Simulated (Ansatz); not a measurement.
# TaH: one candidate of a structure search, part 3 of 3

The task: take a trial cell of TaH to zero force and stress.

Ansatz 0.2.0; DFT PBE, scalar-relativistic, plane waves, PAW. The steps go on from the part before.

## (5) Full relaxation

The end of the coarse run is made exact in the group found at a tolerance of 0.06 Å and reduced to its primitive cell.

input.yaml

```yaml
crystal:
  lattice:
    - [2.8678101594, 0.0, 0.0]
    - [-1.4339050797, 2.4835964513, 0.0]
    - [0.0, 0.0, 3.6762133563]
  atoms:
    - { symbol: Ta, position: [0.0, 0.0, 0.5] }
    - { symbol: H, position: [0.0, 0.0, 0.0] }
basis:
  ecutwfc: 420
kpoints:
  mp_grid: { grid: [24, 24, 16] }
hamiltonian:
  xc: pbe
scf:
  occupations: { method: gaussian, width: 0.1 }
output:
  forces: true
  stress: true
  eigenvalues: true
  write_density: true
  write_potential: true
  elf: true
  volumetric_format: npy
relax:
  adjacent_minimum: "off"
  f_tol: 0.01
  max_steps: 80
  cell: { stress_tol: 0.05 }
```

On the command line:

```
$ ansatz run input.yaml --threads 1 --pin off --max-ram 2048MiB --backend cpu --events-out ev --progress --plain --runs-dir out
```

Output:

```text
Warning: RAYON_NUM_THREADS=1 ignored (pool sized by the plan → 1); use --threads N
Engine: ansatz 0.2.0, x86_64-unknown-linux-gnu
Pseudopotentials: kind: paw
Pseudopotential: Ta, paw, valence charge 13, recommended cutoff 420 eV (normal), Ta.paw.azcp
Pseudopotential: H, paw, valence charge 1, recommended cutoff 420 eV (normal), H.paw.azcp
Functional definition: PBE
  parameter kappa = 0.804
  parameter beta = 0.06672455060314922
  exchange = pbe_x(kappa = kappa, mu = beta*pi^2/3)
  correlation = pbe_c(beta = beta)
Crystal: 2 atoms, lattice volume = 26.184 Å³
Basis set: ecut = 420 eV, 517 PW (Γ), exchange–correlation on 40×40×50 points (8 copies of the dense FFT grid, shifted against one another)
Bands: 11, of which v1, the nominal top of the filled ones, is band 7 counted from 1 (6 counted from 0)
Symmetry: 24 space group operations
Space group: P6/mmm (ITA 191), of the structure as read, at distance tolerance 3.0e-5 Å
k-points: 549 of 9216
Non-local potential: Ta, projectors of the file, l = 0: 3, l = 1: 2, l = 2: 2, l = 3: 1
Non-local potential: H, projectors of the file, l = 0: 2, l = 1: 1
PAW form: soft (Blöchl's): semilocal exchange-correlation on the pseudo side does not see the compensation charge
PAW one-centre angular grid: Ta, 590 points (default); XC on 64 Gauss nodes
PAW one-centre angular grid: H, 110 points (default); XC on 64 Gauss nodes
Initial density: superposition of atomic densities (neutral atoms: chi_scale 0, normalization atom), corrected by the library's trained network
Initial wavefunctions: pseudopotential atomic-orbital guess
Functional: x = pbe(κ = 0.804, μ = 0.2195149727645171), c = pbe(β = 0.06672455060314922)
SCF iter   1: F=—  HF=-9946.722944 eV  |F-HF|=—  |Δ(HF+E_count)|=         —  Δρ=1.01e-2  dr2=3.16e-2  ethr=1.77e-3  ⟨swp⟩=5.2  Hψ=34618  notcnv=0
preconditioner: auto → none  [metal: Δε(μ)=0.001 eV  Ē_g=6.637 eV  σ=0.100 eV  W_gap=0.01  n_scr=2 (ndim 8)  ℏωp=17.8 eV  f_vac=0.000  D(μ)=1.37/eV (n_scr^D=20)  sad-step TF]
SCF iter   2: F=—  HF=-9946.715038 eV  |F-HF|=—  |Δ(HF+E_count)|=   7.91e-3  Δρ=5.42e-3  dr2=9.77e-3  ethr=2.25e-4  ⟨swp⟩=1.0  Hψ=10437  notcnv=0
SCF iter   3: F=—  HF=-9946.711766 eV  |F-HF|=—  |Δ(HF+E_count)|=   3.27e-3  Δρ=7.07e-4  dr2=4.91e-5  ethr=6.98e-5  ⟨swp⟩=2.0  Hψ=7356  notcnv=0
SCF iter   4: F=—  HF=-9946.711756 eV  |F-HF|=—  |Δ(HF+E_count)|=   9.40e-6  Δρ=1.64e-4  dr2=6.35e-6  ethr=3.50e-7  ⟨swp⟩=2.0  Hψ=9482  notcnv=0
SCF iter   5: F=—  HF=-9946.711755 eV  |F-HF|=—  |Δ(HF+E_count)|=   1.64e-6  Δρ=2.74e-5  dr2=2.41e-7  ethr=4.54e-8  ⟨swp⟩=2.5  Hψ=9425  notcnv=0
SCF iter   6: F=-9946.711755 eV  HF=-9946.711755 eV  |F-HF|=8.91e-11  |Δ(HF+E_count)|=   6.40e-8  Δρ=5.88e-6  dr2=4.49e-9  ethr=7.14e-10  ⟨swp⟩=9.8  Hψ=40078  notcnv=0
SCF 1 converged in 6 iterations: F = -9946.711755 eV  dr2 = 4.49e-9
relax step   1: F+E_penalty+E_count = -9946.71175471 eV  Δ(F+E_penalty+E_count) = +0.000e0 eV  max|allowed force component| = 5.120e-33 eV/Å  Δτ_max = 0.0000 Å  P = +0.160 GPa  Ω = 26.184 Å³  (6 SCF iters, dr2 threshold 1.00e-7 eV, accepted)
Crystal: 2 atoms, lattice volume = 26.427 Å³
Initial density: handed on by an earlier stage of this run
Initial wavefunctions: those handed on with the density
iter 1 solved again at ethr=6.34e-6 eV; its pass at ethr=3.10e-3 eV (dr2=8.88e-4 eV) is discarded
SCF iter   1: F=—  HF=-9946.712496 eV  |F-HF|=—  |Δ(HF+E_count)|=         —  Δρ=1.59e-3  dr2=1.00e-3  ethr=6.34e-6  ⟨swp⟩=2.0  Hψ=40738  notcnv=0
preconditioner: auto → none  [metal: Δε(μ)=0.009 eV  Ē_g=6.551 eV  σ=0.100 eV  W_gap=0.05  n_scr=2 (ndim 8)  ℏωp=17.7 eV  f_vac=0.000  D(μ)=1.27/eV (n_scr^D=8)]
SCF iter   2: F=—  HF=-9946.712201 eV  |F-HF|=—  |Δ(HF+E_count)|=   2.95e-4  Δρ=6.16e-4  dr2=4.40e-5  ethr=6.34e-6  ⟨swp⟩=2.0  Hψ=7647  notcnv=0
SCF iter   3: F=—  HF=-9946.712174 eV  |F-HF|=—  |Δ(HF+E_count)|=   2.71e-5  Δρ=2.95e-4  dr2=8.23e-6  ethr=3.15e-7  ⟨swp⟩=2.6  Hψ=8920  notcnv=0
SCF iter   4: F=—  HF=-9946.712178 eV  |F-HF|=—  |Δ(HF+E_count)|=   3.90e-6  Δρ=5.81e-5  dr2=3.21e-7  ethr=5.88e-8  ⟨swp⟩=2.0  Hψ=6659  notcnv=0
SCF iter   5: F=-9946.712178 eV  HF=-9946.712178 eV  |F-HF|=3.34e-9  |Δ(HF+E_count)|=   2.03e-7  Δρ=7.10e-6  dr2=5.38e-9  ethr=1.43e-9  ⟨swp⟩=9.6  Hψ=40427  notcnv=0
SCF 2 converged in 5 iterations: F = -9946.712178 eV  dr2 = 5.38e-9
relax step   2: F+E_penalty+E_count = -9946.71217787 eV  Δ(F+E_penalty+E_count) = -4.232e-4 eV  max|allowed force component| = 1.284e-34 eV/Å  Δτ_max = 0.0000 Å  P = -0.845 GPa  Ω = 26.427 Å³  energy of the carried Pulay correction = -1.983e-4 eV  (5 SCF iters, dr2 threshold 2.00e-7 eV, accepted)
Crystal: 2 atoms, lattice volume = 26.139 Å³
iter 1 solved again at ethr=1.39e-6 eV; its pass at ethr=3.10e-3 eV (dr2=1.95e-4 eV) is discarded
SCF iter   1: F=—  HF=-9946.712734 eV  |F-HF|=—  |Δ(HF+E_count)|=         —  Δρ=9.45e-4  dr2=1.78e-4  ethr=1.39e-6  ⟨swp⟩=2.0  Hψ=39570  notcnv=0
preconditioner: auto → none  [metal: Δε(μ)=0.003 eV  Ē_g=6.611 eV  σ=0.100 eV  W_gap=0.02  n_scr=2 (ndim 8)  ℏωp=17.8 eV  f_vac=0.000  D(μ)=1.26/eV (n_scr^D=8)]
SCF iter   2: F=—  HF=-9946.712660 eV  |F-HF|=—  |Δ(HF+E_count)|=   7.39e-5  Δρ=3.25e-4  dr2=2.29e-5  ethr=1.27e-6  ⟨swp⟩=2.0  Hψ=6766  notcnv=0
SCF iter   3: F=—  HF=-9946.712655 eV  |F-HF|=—  |Δ(HF+E_count)|=   4.97e-6  Δρ=6.08e-5  dr2=1.11e-6  ethr=1.64e-7  ⟨swp⟩=2.0  Hψ=7332  notcnv=0
SCF iter   4: F=-9946.712655 eV  HF=-9946.712655 eV  |F-HF|=1.79e-8  |Δ(HF+E_count)|=   3.39e-7  Δρ=1.31e-5  dr2=2.34e-8  ethr=1.43e-9  ⟨swp⟩=9.9  Hψ=43085  notcnv=0
SCF 3 converged in 4 iterations: F = -9946.712655 eV  dr2 = 2.34e-8
relax step   3: F+E_penalty+E_count = -9946.71265511 eV  Δ(F+E_penalty+E_count) = -4.772e-4 eV  max|allowed force component| = 3.955e-32 eV/Å  Δτ_max = 0.0000 Å  P = +0.535 GPa  Ω = 26.139 Å³  energy of the carried Pulay correction = +2.280e-5 eV  (4 SCF iters, dr2 threshold 2.00e-7 eV, accepted)
Crystal: 2 atoms, lattice volume = 26.242 Å³
iter 1 solved again at ethr=7.04e-7 eV; its pass at ethr=3.10e-3 eV (dr2=9.86e-5 eV) is discarded
SCF iter   1: F=—  HF=-9946.712910 eV  |F-HF|=—  |Δ(HF+E_count)|=         —  Δρ=7.28e-4  dr2=1.15e-4  ethr=7.04e-7  ⟨swp⟩=2.0  Hψ=39383  notcnv=0
preconditioner: auto → none  [metal: Δε(μ)=0.005 eV  Ē_g=6.581 eV  σ=0.100 eV  W_gap=0.03  n_scr=2 (ndim 8)  ℏωp=17.8 eV  f_vac=0.000  D(μ)=1.28/eV (n_scr^D=8)]
SCF iter   2: F=—  HF=-9946.712847 eV  |F-HF|=—  |Δ(HF+E_count)|=   6.22e-5  Δρ=2.28e-4  dr2=9.42e-6  ethr=7.04e-7  ⟨swp⟩=2.0  Hψ=7455  notcnv=0
SCF iter   3: F=—  HF=-9946.712845 eV  |F-HF|=—  |Δ(HF+E_count)|=   2.08e-6  Δρ=8.49e-5  dr2=9.77e-7  ethr=6.73e-8  ⟨swp⟩=2.5  Hψ=8604  notcnv=0
SCF iter   4: F=-9946.712845 eV  HF=-9946.712845 eV  |F-HF|=1.41e-8  |Δ(HF+E_count)|=   7.06e-8  Δρ=1.47e-5  dr2=2.04e-8  ethr=1.43e-9  ⟨swp⟩=9.9  Hψ=41220  notcnv=0
SCF 4 converged in 4 iterations: F = -9946.712845 eV  dr2 = 2.04e-8
relax step   4: F+E_penalty+E_count = -9946.71284523 eV  Δ(F+E_penalty+E_count) = -1.901e-4 eV  max|allowed force component| = 7.961e-33 eV/Å  Δτ_max = 0.0000 Å  P = -0.002 GPa  Ω = 26.242 Å³  energy of the carried Pulay correction = -5.403e-5 eV  (4 SCF iters, dr2 threshold 2.00e-7 eV, accepted)
Initial wavefunctions: pseudopotential atomic-orbital guess (no wavefunctions were taken with the density)
iter 1 solved again at ethr=4.72e-8 eV; its pass at ethr=3.10e-3 eV (dr2=6.61e-6 eV) is discarded
SCF iter   1: F=—  HF=-9946.712933 eV  |F-HF|=—  |Δ(HF+E_count)|=         —  Δρ=2.68e-5  dr2=4.06e-8  ethr=4.72e-8  ⟨swp⟩=3.5  Hψ=51802  notcnv=0
preconditioner: auto → none  [metal: Δε(μ)=0.008 eV  Ē_g=6.584 eV  σ=0.100 eV  W_gap=0.04  n_scr=2 (ndim 8)  ℏωp=17.8 eV  f_vac=0.000  D(μ)=1.28/eV (n_scr^D=8)]
SCF iter   2: F=—  HF=-9946.712906 eV  |F-HF|=—  |Δ(HF+E_count)|=   2.67e-5  Δρ=1.33e-5  dr2=9.15e-9  ethr=2.90e-10  ⟨swp⟩=2.1  Hψ=9951  notcnv=0
SCF iter   3: F=—  HF=-9946.712906 eV  |F-HF|=—  |Δ(HF+E_count)|=   2.16e-8  Δρ=4.89e-6  dr2=1.59e-9  ethr=6.53e-11  ⟨swp⟩=2.1  Hψ=7859  notcnv=0
SCF iter   4: F=—  HF=-9946.712906 eV  |F-HF|=—  |Δ(HF+E_count)|=   3.27e-9  Δρ=4.45e-7  dr2=2.10e-11  ethr=1.14e-11  ⟨swp⟩=2.0  Hψ=7650  notcnv=0
SCF iter   5: F=-9946.712906 eV  HF=-9946.712906 eV  |F-HF|=1.27e-11  |Δ(HF+E_count)|=  1.46e-11  Δρ=1.80e-7  dr2=3.20e-12  ethr=1.00e-12  ⟨swp⟩=5.5  Hψ=21902  notcnv=0
SCF 5 converged in 5 iterations: F = -9946.712906 eV  dr2 = 3.20e-12
relax step   5: F+E_penalty+E_count = -9946.71290643 eV  Δ(F+E_penalty+E_count) = -6.120e-5 eV  max|allowed force component| = 8.346e-33 eV/Å  Δτ_max = 0.0000 Å  P = -0.000 GPa  Ω = 26.242 Å³  stress off target by 2.92e-2 GPa  SCF on the basis re-selected at this cell (its energy is not comparable with the rows above)  (5 SCF iters)
basis re-selected at this cell: Δ(F+E_penalty+E_count) = -6.120e-5 eV, ΔP = +0.002 GPa vs the last step (what re-selecting the basis moved, of the pressure what is left beyond the Pulay correction that the steps carried, after the strain that the cell walked since its last selection, with what the two solves' SCF thresholds leave and, on support functions, any second-order correction that the steps lacked; it is no measure of the basis error at this ecutwfc). This SCF's stress stands 2.92e-2 GPa from its target on what of the cell is left free (relax.cell.stress_tol is 5.00e-2 GPa) and its largest allowed force component is 8.35e-33 eV/Å (relax.f_tol is 1.00e-2 eV/Å): within both
SCF converged after 5 iterations
Free energy (F): -9946.712906 eV
Harris-Foulkes:  -9946.712906 eV  (|F-HF|=1.27e-11)
Internal energy: -9946.706525 eV  (E = F + TS)
E sigma→0 (E₀):  -9946.709716 eV
Entropy (-TS):   -0.006382 eV (-3.191 meV/atom)
Fermi energy:    12.536865 eV
--- Per-component energies (eV) ---
  E_band       = -182.370117
  E_kinetic    = 378.513442
  E_local      = -827.107345  (includes V_loc(G=0)·N_el)
  E_nonlocal   = 16.666641
  E_hartree    = 288.533028
  E_xc         = -226.343058
  E_vxc        = -214.206451  (∫ρ·V_xc dr)
  E_paw        = -8396.984491  (= ΣΔE_a)
  E_vpaw       = -113.301373  (= ΣTr[D̂ρ^β])
  E_aug_tail   = -0.001097  (compensation charges beyond the density's cutoff)
  E_ewald      = -1179.983644
  E_smearing   = -0.006382  (= −TS)
  E_closure    = 0.000000  (closes the sum)
  Σ components = -9946.712906   (vs F -9946.712906, Δ=0.00e0)
--- Forces (eV/Å), atoms counted from 1 ---
  atom   1  Ta     0.00000000     0.00000000     0.00000000
  atom   2  H      0.00000000    -0.00000000     0.00000000
  max |Σ_I F_I| component: 1.62e-32 eV/Å
--- Stress (GPa, compression-positive) ---
        0.014079       0.000000      -0.000000
        0.000000       0.014079      -0.000000
       -0.000000      -0.000000      -0.029160
  P = ⅓ Tr σ = -0.0003 GPa (-0.003 kbar)
--- Band table (eV; the first three rows and the last of 549) ---
  k-point 0: bands = ["-55.2242", "-21.8593", "-21.1450", "-21.1450", "4.0653", "7.9866", "13.3712", "13.3712", "16.9537", "16.9537", "18.6796"]
  k-point 1: bands = ["-55.2240", "-21.8639", "-21.1448", "-21.1448", "4.1381", "7.9944", "13.3749", "13.3749", "16.9271", "16.9271", "18.4802"]
  k-point 2: bands = ["-55.2238", "-21.8770", "-21.1444", "-21.1444", "4.3523", "8.0145", "13.3854", "13.3854", "16.8528", "16.8528", "17.9490"]
  k-point 548: bands = ["-55.1182", "-21.8892", "-21.8892", "-21.7927", "11.0821", "11.4015", "11.4015", "12.4991", "12.4991", "15.6225", "21.0034"]
--- Relaxed structure (4 steps of the walk, 4 accepted, 1 SCFs on fresh bases) ---
  F+E_penalty+E_count = -9946.71290643 eV   max|allowed force component| = 8.346e-33 eV/Å   (the final SCF, on the basis selected at the relaxed cell)
  cell:  # Å, volume = 26.2416 Å³
    - [2.879320733467186, 0.0, 0.0]
    - [-1.439660366733593, 2.4935649008258256, 0.0]
    - [0.0, 0.0, 3.6549334805980074]
  atoms:
    - { symbol: Ta, position: [2.0326946909661996e-37, -5.553425171995173e-37, 0.49999999999999994] }
    - { symbol: H, position: [-2.0326946909662e-37, 5.5534251719951725e-37, 0.0] }
```

Run time: 46 s. Hardware: 1 thread of Intel Xeon Platinum 8375C at 2.90GHz (Ice Lake), shared host; peak memory 0.51 GiB.

Relaxation path:

| step | energy from step 1 (eV/cell) | largest force component (eV/Å) | pressure (GPa) | volume (Å³) |
| --- | --- | --- | --- | --- |
| 1 | 0.0000 | 0.0000 | 0.16 | 26.18 |
| 2 | -0.0004 | 0.0000 | -0.85 | 26.43 |
| 3 | -0.0009 | 0.0000 | 0.54 | 26.14 |
| 4 | -0.0011 | 0.0000 | 0.00 | 26.24 |
| 5 | -0.0012 | 0.0000 | 0.00 | 26.24 |

Step 1 is the start. Step 5 repeats the geometry before it on a plane-wave basis chosen anew for that cell, so its energy need not be comparable with the rows above.

|  | before | after | change |
| --- | --- | --- | --- |
| a (Å) | 2.868 | 2.879 | +0.4 % |
| b (Å) | 2.868 | 2.879 | +0.4 % |
| c (Å) | 3.676 | 3.655 | -0.6 % |
| volume (Å³/atom) | 13.09 | 13.12 | +0.2 % |
| shortest distance (Å) | 1.838 | 1.827 | -0.6 % |
| space group (0.01 Å) | P6/mmm | P6/mmm | same |

Forces and stress were held to the start's 24 operations: a distortion of lower symmetry was not tested.

Density in a lattice plane of the grid's cell (edges 2.88 and 3.65 Å, at 0.000 of the third edge), which holds Ta and H.

Ten even steps from ' ' (0.07 e/Å³) to '@' (4.37 e/Å³):
```
--::....                      ....::
::....                          ....
....                              ..
....                              ..
::::....                      ....::
++==--::..                  ..::--==
%%%%**==--..              ..--==**%%
@@@@@@##==::..          ..::==##@@@@
%%@@@@%%**--..          ..--**%%@@@@
##%%@@@@**--..          ..--**@@@@%%
%%@@@@%%**--..          ..--**%%@@@@
@@@@@@##==::..          ..::==##@@@@
%%%%**==--..              ..--==**%%
++==--::..                  ..::--==
::::....                      ....::
....                              ..
....                              ..
::....                          ....
--::....                      ....::
==--::..                      ..::--
```
Columns run along the first of these edges and rows up along the second, over one cell in 18 and 20 even steps from the bottom left corner. Atoms in the plane (fractional): Ta at (0.00, 0.50), H at (1.00, 0.00).

ELF in the same plane.

Values, 12 rows by 10 columns:
```
0.98 0.96 0.82 0.43 0.16 0.12 0.16 0.43 0.82 0.96
0.58 0.51 0.34 0.20 0.17 0.18 0.17 0.20 0.34 0.51
0.43 0.33 0.17 0.12 0.20 0.28 0.20 0.12 0.17 0.33
0.72 0.68 0.49 0.22 0.23 0.34 0.23 0.22 0.49 0.68
0.36 0.58 0.71 0.42 0.25 0.35 0.25 0.42 0.71 0.58
0.02 0.35 0.73 0.50 0.26 0.34 0.26 0.50 0.73 0.35
0.36 0.58 0.71 0.42 0.25 0.35 0.25 0.42 0.71 0.58
0.72 0.68 0.49 0.22 0.23 0.34 0.23 0.22 0.49 0.68
0.43 0.33 0.17 0.12 0.20 0.28 0.20 0.12 0.17 0.33
0.58 0.51 0.34 0.20 0.17 0.18 0.17 0.20 0.34 0.51
0.98 0.96 0.82 0.43 0.16 0.12 0.16 0.43 0.82 0.96
1.00 1.00 0.95 0.58 0.17 0.11 0.17 0.58 0.95 1.00
```
Columns run along the first of these edges and rows up along the second, over one cell in 10 and 12 even steps from the bottom left corner. Atoms in the plane (fractional): Ta at (0.00, 0.50), H at (1.00, 0.00).

Both are smooth fields of the valence electrons: close to the nuclei they are not physical.

The highest ELF values outside the cores: 1.00 at H; 0.60 between the atoms, 1.7 Å from Ta.

## (6) Summary of results

What follows sums up all 3 parts. Changes of volume or cell count from the first structure of part 1.

| quantity | value |
| --- | --- |
| symmetry at the end (tolerance 0.05 Å) | space group P6/mmm (No. 191) |
| conventional cell | a = 2.879 Å, b = 2.879 Å, c = 3.655 Å, α = 90.00°, β = 90.00°, γ = 120.00° |
| volume | 13.12 Å³/atom |
| energy over the elements (uncorrected; H, N, O, F and Cl as molecules) | +0.71 eV/atom |
| gap on the mesh | none (metal) |

**Reading.** The space group P6/mmm (No. 191) is kept, and the volume per atom grows by 4.7 % from the first guess. With a positive formation energy it can't be a ground state. No finished test with a distortion of lower symmetry is shown, so the end may be a saddle point. The runs treat Ta without spin-orbit coupling.
